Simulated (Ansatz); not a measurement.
# LaGaS3 (model cell, started as cubic perovskite with Ga in the octahedra): a soft mode frozen in, part 3 of 3

Wanted: the energy along a soft mode of LaGaS3 (model cell, started as cubic perovskite with Ga in the octahedra) and the structure at the end.

Ansatz 0.2.0; DFT PBEsol, scalar-relativistic, plane waves, PAW; PAW set soft_1.

So far, highest frequency on the path or at a solved wavevector (cm⁻¹): step 2 (response at finite wavevector) 431. Also lowest frequency on the path (cm⁻¹): step 2 -185.

The structure was built from a prototype and need not be the compound's stable phase.

## 6. Relaxing from the distorted cell

Starting from the lowest point found, all atoms and the cell are let go, so that strain and other modes of the same symmetry can join in.

input.yaml

```yaml
crystal:
  lattice:
    - [0.0, -4.6785878409, -4.6785878409]
    - [0.0, -4.6785878409, 4.6785878409]
    - [-9.3571756818, -4.6785878409, 0.0]
  atoms:
    - { symbol: La, position: [0.25, 0.25, 0.5] }
    - { symbol: La, position: [0.75, 0.75, 0.5] }
    - { symbol: La, position: [0.0, 0.0, 1.0] }
    - { symbol: La, position: [0.5, 0.5, 1.0] }
    - { symbol: Ga, position: [0.375, 0.875, 0.25] }
    - { symbol: Ga, position: [0.875, 0.375, 0.25] }
    - { symbol: Ga, position: [0.125, 0.625, 0.75] }
    - { symbol: Ga, position: [0.625, 0.125, 0.75] }
    - { symbol: S, position: [0.0608780875, 0.0608780875, 0.25] }
    - { symbol: S, position: [0.6891219125, 0.6891219125, 0.25] }
    - { symbol: S, position: [0.9391219125, 0.9391219125, 0.75] }
    - { symbol: S, position: [0.3108780875, 0.3108780875, 0.75] }
    - { symbol: S, position: [0.5608780875, 0.1891219125, 0.25] }
    - { symbol: S, position: [0.1891219125, 0.5608780875, 0.25] }
    - { symbol: S, position: [0.4391219125, 0.8108780875, 0.75] }
    - { symbol: S, position: [0.8108780875, 0.4391219125, 0.75] }
    - { symbol: S, position: [0.5, 0.0, 0.0] }
    - { symbol: S, position: [0.0, 0.5, 0.0] }
    - { symbol: S, position: [0.25, 0.75, 0.5] }
    - { symbol: S, position: [0.75, 0.25, 0.5] }
kpoints:
  mp_grid: { grid: [6, 6, 6] }
hamiltonian:
  xc: pbesol
  pseudopotentials: { kind: paw, azcp: { folder: soft_1 }, xc_functional: pbe }
scf:
  occupations: { method: methfessel_paxton, width: 0.2 }
output:
  forces: true
  stress: true
  eigenvalues: true
relax:
  adjacent_minimum: "off"
  f_tol: 0.002
  max_steps: 120
  cell: { stress_tol: 0.03 }
```

The run is started by

```bash
ansatz run input.yaml --threads 8 --pin off --max-ram 16384MiB --backend cpu --events-out ev --progress --plain --runs-dir out
```

Numbers of over 12 decimals in the logs are rounded to 6 here.

What it wrote:

```text
[...]
Crystal: 20 atoms, lattice volume = 409.642 Å³
Basis set: ecut = 420 eV, 8023 PW (Γ), exchange–correlation on 90×90×144 points (8 copies of the dense FFT grid, shifted against one another)
Bands: 104, of which v1, the nominal top of the filled ones, is band 84 counted from 1 (83 counted from 0)
Symmetry: 16 space group operations
[...]
k-points: 30 of 216
[...]
SCF iter   1: F=—  HF=-50265.864108 eV  |F-HF|=—  |Δ(HF+E_count)|=         —  Δρ=4.57e-2  dr2=1.62e1  ethr=3.10e-3  ⟨swp⟩=6.0  Hψ=12080  notcnv=0
[...]
SCF iter  11: F=-50262.567541 eV  HF=-50262.567541 eV  |F-HF|=2.20e-8  |Δ(HF+E_count)|=   4.10e-8  S|Δr|=    0.00e0  Δρ=1.49e-6  dr2=3.14e-8  ethr=5.95e-11  ⟨swp⟩=20.5  Hψ=23009  notcnv=0
SCF 1 converged in 11 iterations: F = -50262.567541 eV  dr2 = 3.14e-8
[...]
relax step   1: F+E_penalty+E_count = -50262.56754126 eV  Δ(F+E_penalty+E_count) = +0.000e0 eV  max|allowed force component| = 9.232e-2 eV/Å  Δτ_max = 0.0000 Å  P = +0.803 GPa  Ω = 409.642 Å³  (11 SCF iters, dr2 threshold 1.00e-7 eV, accepted)
Crystal: 20 atoms, lattice volume = 408.873 Å³
Basis set: ecut = 420 eV, 8017 PW (Γ), exchange–correlation on 90×90×144 points (8 copies of the dense FFT grid, shifted against one another)
[...]
SCF iter   8: F=-50262.941619 eV  HF=-50262.941619 eV  |F-HF|=2.26e-7  |Δ(HF+E_count)|=   4.85e-7  S|Δr|=    0.00e0  Δρ=4.45e-6  dr2=3.17e-7  ethr=1.19e-9  ⟨swp⟩=17.7  Hψ=20385  notcnv=0
SCF 2 converged in 8 iterations: F = -50262.941619 eV  dr2 = 3.17e-7
[...]
relax step   2: F+E_penalty+E_count = -50262.94161864 eV  Δ(F+E_penalty+E_count) = -3.741e-1 eV  max|allowed force component| = 1.310e-1 eV/Å  Δτ_max = 0.0730 Å  P = +0.562 GPa  Ω = 408.873 Å³  energy of the carried Pulay correction = +1.264e-4 eV  (8 SCF iters, dr2 threshold 2.00e-6 eV, accepted)
Crystal: 20 atoms, lattice volume = 408.239 Å³
Basis set: ecut = 420 eV, 7977 PW (Γ), exchange–correlation on 90×90×144 points (8 copies of the dense FFT grid, shifted against one another)
[...]
SCF iter   7: F=-50263.116598 eV  HF=-50263.116598 eV  |F-HF|=1.03e-7  |Δ(HF+E_count)|=   7.11e-7  S|Δr|=    0.00e0  Δρ=8.14e-6  dr2=4.21e-7  ethr=1.19e-9  ⟨swp⟩=25.8  Hψ=24448  notcnv=0
the search or the solves at the SCF's close seem to have found levels that the self-consistency loop had missed (the run counts 1). By its estimate they hold under 1e-12 electrons; where the run keeps them, the occupations were computed again with them
SCF 3 converged in 7 iterations: F = -50263.116598 eV  dr2 = 4.21e-7
relax step   3: F+E_penalty+E_count = -50263.11659815 eV  Δ(F+E_penalty+E_count) = -1.750e-1 eV  max|allowed force component| = 1.227e-1 eV/Å  Δτ_max = 0.0529 Å  P = +0.238 GPa  Ω = 408.239 Å³  energy of the carried Pulay correction = +2.306e-4 eV  (7 SCF iters, dr2 threshold 2.00e-6 eV, accepted)
[...]
relax step   4: F+E_penalty+E_count = -50263.13720373 eV  Δ(F+E_penalty+E_count) = -2.061e-2 eV  max|allowed force component| = 3.108e-2 eV/Å  Δτ_max = 0.0337 Å  P = -0.305 GPa  Ω = 410.584 Å³  energy of the carried Pulay correction = -1.545e-4 eV  (6 SCF iters, dr2 threshold 9.41e-7 eV, accepted)
[...]
relax step   5: F+E_penalty+E_count = -50263.13974685 eV  Δ(F+E_penalty+E_count) = -2.543e-3 eV  max|allowed force component| = 1.142e-2 eV/Å  Δτ_max = 0.0052 Å  P = +0.074 GPa  Ω = 408.859 Å³  energy of the carried Pulay correction = +1.286e-4 eV  (5 SCF iters, dr2 threshold 4.15e-7 eV, accepted)
[...]
relax step   6: F+E_penalty+E_count = -50263.13985001 eV  Δ(F+E_penalty+E_count) = -1.032e-4 eV  max|allowed force component| = 4.571e-3 eV/Å  Δτ_max = 0.0020 Å  P = -0.011 GPa  Ω = 409.277 Å³  energy of the carried Pulay correction = +5.996e-5 eV  (5 SCF iters, dr2 threshold 2.06e-8 eV, accepted)
[...]
relax step   7: F+E_penalty+E_count = -50263.13984160 eV  Δ(F+E_penalty+E_count) = +8.410e-6 eV  max|allowed force component| = 9.677e-3 eV/Å  Δτ_max = 0.0021 Å  P = +0.005 GPa  Ω = 409.205 Å³  energy of the carried Pulay correction = +7.182e-5 eV  (7 SCF iters, dr2 threshold 1.31e-9 eV, rejected (line search))
[...]
relax step   8: F+E_penalty+E_count = -50263.13987576 eV  Δ(F+E_penalty+E_count) = -2.575e-5 eV  max|allowed force component| = 1.628e-5 eV/Å  Δτ_max = 0.0007 Å  P = -0.000 GPa  Ω = 409.222 Å³  energy of the carried Pulay correction = +6.897e-5 eV  (8 SCF iters, accepted)
Basis set: ecut = 420 eV, 7985 PW (Γ), exchange–correlation on 90×90×150 points (8 copies of the dense FFT grid, shifted against one another)
[...]
SCF iter   6: F=-50263.140733 eV  HF=-50263.140733 eV  |F-HF|=1.46e-11  |Δ(HF+E_count)|=  2.11e-10  S|Δr|=    0.00e0  Δρ=7.22e-8  dr2=8.73e-12  ethr=1.00e-12  ⟨swp⟩=7.4  Hψ=13407  notcnv=0
SCF 9 converged in 6 iterations: F = -50263.140733 eV  dr2 = 8.73e-12
relax step   9: F+E_penalty+E_count = -50263.14073314 eV  Δ(F+E_penalty+E_count) = -8.574e-4 eV  max|allowed force component| = 2.827e-5 eV/Å  Δτ_max = 0.0000 Å  P = +0.004 GPa  Ω = 409.222 Å³  stress off target by 1.65e-2 GPa  SCF on the basis re-selected at this cell (its energy is not comparable with the rows above)  (6 SCF iters)
basis re-selected at this cell: Δ(F+E_penalty+E_count) = -8.574e-4 eV, ΔP = +0.004 GPa vs the last step (what re-selecting the basis moved, of the pressure what is left beyond the Pulay correction that the steps carried, after the strain that the cell walked since its last selection, with what the two solves' SCF thresholds leave and, on support functions, any second-order correction that the steps lacked; it is no measure of the basis error at this ecutwfc). The dense FFT grid was sized anew with the basis: this SCF ran on 45×45×75 points, the steps before it on 45×45×72, so part of this shift can come from that change (see relax.cell in the input reference). [rest of the remark cut]
SCF converged after 6 iterations
[...]
Free energy (F): -50263.140733 eV
[...]
Internal energy: -50263.161231 eV  (E = F + TS)
E sigma→0 (E₀):  -50263.145858 eV
Entropy (-TS):   0.020498 eV (1.025 meV/atom)
Fermi energy:    9.108639 eV
[...]
--- Forces (eV/Å), atoms counted from 1 ---
  atom   1  La    -0.00000000     0.00000000     0.00000000
  atom   2  La     0.00000000    -0.00000000    -0.00000000
  atom   3  La     0.00000000     0.00000000    -0.00000000
  atom   4  La     0.00000000     0.00000000    -0.00000000
  atom   5  Ga    -0.00002640     0.00000000    -0.00000000
  atom   6  Ga    -0.00002640     0.00000000     0.00000000
  atom   7  Ga     0.00002640    -0.00000000    -0.00000000
  atom   8  Ga     0.00002640    -0.00000000     0.00000000
  atom   9  S      0.00002181     0.00002827    -0.00000000
  atom  10  S      0.00002181    -0.00002827     0.00000000
  atom  11  S     -0.00002181    -0.00002827     0.00000000
  atom  12  S     -0.00002181     0.00002827    -0.00000000
  atom  13  S      0.00002181     0.00000000     0.00002827
  atom  14  S      0.00002181    -0.00000000    -0.00002827
  atom  15  S     -0.00002181     0.00000000    -0.00002827
  atom  16  S     -0.00002181     0.00000000     0.00002827
  atom  17  S     -0.00000000    -0.00000000    -0.00000000
  atom  18  S      0.00000000    -0.00000000    -0.00000000
  atom  19  S      0.00000000    -0.00000000    -0.00000000
  atom  20  S     -0.00000000     0.00000000     0.00000000
  max |Σ_I F_I| component: 2.08e-17 eV/Å
--- Stress (GPa, compression-positive) ---
        0.016520       0.000000      -0.000000
        0.000000      -0.002084      -0.000000
       -0.000000      -0.000000      -0.002084
  P = ⅓ Tr σ = 0.0041 GPa (0.041 kbar)
--- Band table (eV; the first three rows and the last of 30) ---
  k-point 0: bands = [... 80 lower, 8.7073, 8.7073, 9.0399, 9.0399, 9.2968, 10.4610, 11.2327, 11.2922, ... 16 higher]
  k-point 1: bands = [... 80 lower, 8.7291, 8.7291, 9.0245, 9.0245, 9.4167, 10.5172, 11.0597, 11.1337, ... 16 higher]
  k-point 2: bands = [... 80 lower, 8.7774, 8.7774, 8.9911, 8.9911, 9.6743, 10.5348, 10.5570, 11.0642, ... 16 higher]
  k-point 29: bands = [... 80 lower, 8.2485, 8.3071, 8.6055, 8.7614, 10.9607, 10.9998, 11.0591, 11.0709, ... 16 higher]
--- Relaxed structure (8 steps of the walk, 7 accepted, 1 SCFs on fresh bases) ---
  F+E_penalty+E_count = -50263.14073314 eV   max|allowed force component| = 2.827e-5 eV/Å   (the final SCF, on the basis selected at the relaxed cell)
  cell:  # Å, volume = 409.2219 Å³
    - [0, -4.543917, -4.543917]
    - [0, -4.543917, 4.543917]
    - [-9.909874, -4.543917, 0]
  atoms:
    - { symbol: La, position: [0.250000, 0.250000, 0.500000] }
    - { symbol: La, position: [0.750000, 0.750000, 0.500000] }
    - { symbol: La, position: [-1.8654833007964583e-19, 1.8654833007964583e-19, 1.000000] }
    - { symbol: La, position: [0.500000, 0.500000, 1.000000] }
    - { symbol: Ga, position: [0.374547, 0.874547, 0.250905] }
    - { symbol: Ga, position: [0.874547, 0.374547, 0.250905] }
    - { symbol: Ga, position: [0.125453, 0.625453, 0.749095] }
    - { symbol: Ga, position: [0.625453, 0.125453, 0.749095] }
    - { symbol: S, position: [0.051069, 0.051069, 0.251092] }
    - { symbol: S, position: [0.697839, 0.697839, 0.251092] }
    - { symbol: S, position: [0.948931, 0.948931, 0.748908] }
    - { symbol: S, position: [0.302161, 0.302161, 0.748908] }
    - { symbol: S, position: [0.551069, 0.197839, 0.251092] }
    - { symbol: S, position: [0.197839, 0.551069, 0.251092] }
    - { symbol: S, position: [0.448931, 0.802161, 0.748908] }
    - { symbol: S, position: [0.802161, 0.448931, 0.748908] }
    - { symbol: S, position: [0.500000, 0.0, 0] }
    - { symbol: S, position: [0.0, 0.500000, 0] }
    - { symbol: S, position: [0.250000, 0.750000, 0.500000] }
    - { symbol: S, position: [0.750000, 0.250000, 0.500000] }
```

Wall time 2.4 min (8 threads of Arm Neoverse V1, shared host); peak memory 2.6 GiB; 19 min of CPU time.

The steps of the relaxation:

```
step  energy less that of the first step (eV)  largest force component (eV/Å)  pressure (GPa)  volume (Å³)
   1                                   0.0000                          0.0923            0.80       409.64
   2                                  -0.3741                          0.1310            0.56       408.87
   3                                  -0.5491                          0.1227            0.24       408.24
   4                                  -0.5697                          0.0311           -0.30       410.58
   5                                  -0.5722                          0.0114            0.07       408.86
   6                                  -0.5723                          0.0046           -0.01       409.28
   7                                  -0.5723                          0.0097            0.01       409.20
   8                                  -0.5723                          0.0000            0.00       409.22
  9*                                  -0.5732                          0.0000            0.00       409.22
```

Relaxation steps marked * repeat the geometry before them on a plane-wave basis chosen anew for their cell, so energy and pressure can jump there. Relaxation step 7 was tried and not accepted.

The run keeps the 16 symmetry operations that it works with, so distortions that break them were not tested.

```
conventional cell, symmetrised  before   after  change
                         a (Å)   6.617   6.426  -2.9 %
                         b (Å)   6.617   6.426  -2.9 %
                         c (Å)  18.714  19.820  +5.9 %
              volume (Å³/atom)   20.48   20.46  -0.1 %
```

The atoms that moved most (Å, as changes of fractional coordinates times the final cell):

```
atom      dx      dy      dz  length
 S16   0.011   0.000   0.084   0.085
 S12   0.011   0.084   0.000   0.085
 S10  -0.011  -0.084   0.000   0.085
 S15   0.011   0.000  -0.084   0.085
  S9  -0.011   0.084   0.000   0.085
 S13  -0.011   0.000   0.084   0.085
 S14  -0.011   0.000  -0.084   0.085
 S11   0.011  -0.084   0.000   0.085
```

Final coordinates:

```xyz
20
Lattice="0.0000 -4.5439 -4.5439 0.0000 -4.5439 4.5439 -9.9099 -4.5439 0.0000" Properties=species:S:1:pos:R:3 pbc="T T T"
La   -4.9549   -4.5439    0.0000
La   -4.9549   -9.0878    0.0000
La   -9.9099   -4.5439    0.0000
La   -9.9099   -9.0878    0.0000
Ga   -2.4864   -6.8159    2.2720
Ga   -2.4864   -6.8159   -2.2720
Ga   -7.4234   -6.8159    2.2720
Ga   -7.4234   -6.8159   -2.2720
S    -2.4883   -1.6050    0.0000
S    -2.4883   -7.4828    0.0000
S    -7.4216  -12.0267    0.0000
S    -7.4216   -6.1490    0.0000
S    -2.4883   -4.5439   -1.6050
S    -2.4883   -4.5439    1.6050
S    -7.4216   -9.0878    1.6050
S    -7.4216   -9.0878   -1.6050
S     0.0000   -2.2720   -2.2720
S     0.0000   -2.2720    2.2720
S    -4.9549   -6.8159    2.2720
S    -4.9549   -6.8159   -2.2720
```

Numbers from this step:

- pressure: 0.004117 GPa
- volume per atom: 20.46 Å³
- gap on the k-mesh: 0.2491 eV

The distorted start has space group I4/mcm; the relaxation ends in I4/mcm.

## 7. The phases reached

The phases reached along the modes that were followed are set side by side.

Energies are those of the first relaxation, on the mesh of the frozen mode; space group, volume and gap are those of the last relaxation. Phases, by row:

```
                   mode frozen in  space group  energy from parent (meV/atom)  volume (Å³/atom)  gap on mesh (eV)  lowest zone-centre optical mode (cm⁻¹)  largest shift (Å)
                           parent        Pm-3m                              0             20.48                 0                                       –                  –
q = (-0.5, -0.5, -0.5), 185i cm⁻¹       I4/mcm                         -155.6             20.42             0.266                                     -75              0.672
q = (-0.5, -0.5, -0.5), 185i cm⁻¹         R-3c                         -178.2             20.55             0.455                                   -43.1              0.604
q = (-0.5, -0.5, -0.5), 185i cm⁻¹         Imma                         -173.7             20.84              0.31                                   -71.6               0.66
q = (0.25, -0.5, -0.5), 174i cm⁻¹       I4/mcm                         -144.1             20.46             0.249                                       –              0.667
```

## 8. Outcome

* unstable mode of the parent: q = (0.25, -0.5, -0.5), 174i cm⁻¹
* depth at the lowest point sampled: 116 meV/atom
* largest atomic shift at that point: 0.6 Å
* space group reached (within 0.01 Å): I4/mcm
* energy gained over the parent (first relaxation, on the mesh of the frozen mode): 144 meV/atom
* volume per atom, phase reached: 20.5 Å³
* gap on the k-mesh, phase reached: 0.249 eV

What this shows: Along this mode the structure falls into I4/mcm, 144 meV/atom below the parent. At the parent's cell the well is 115.8 meV/atom deep on the steps tried, with its lowest point at a shift of 0.6 Å. That is the last step tried, so the steps alone don't bracket the bottom of the well. Relaxing atoms and cell changes the gain by +28.35 meV/atom against the lowest step (energies at zero smearing). The modes of the phase reached were not computed on this path. Of the 4 patterns followed to their end from this parent, this one ends 34.0 meV/atom above the lowest, R-3c. Each path keeps the symmetry of its pattern, so a lower phase may lie along a pattern not tried. With no gap, or one that is small against the smearing, the frequencies hang on the k mesh and the smearing, most of all near Kohn anomalies. Spin-orbit coupling is left out, which can matter for the heavy elements here. The PAW files were made for PBE and serve the other functionals too. A phonon run warned that its eigensolver left some bands unconverged in a pass. The starting cell was built on a prototype and not taken from a measurement, so the phase need not exist.

[Logs are printed without paths, hosts, clocks, repeated set-up lines and the standing remarks that a program may print on its own settings, such as how far it seeks lower states.]

[Hosts, paths, dates, database ids (printed as entryN), source tags and the programs' standing remarks are cut or masked in the printed files.]
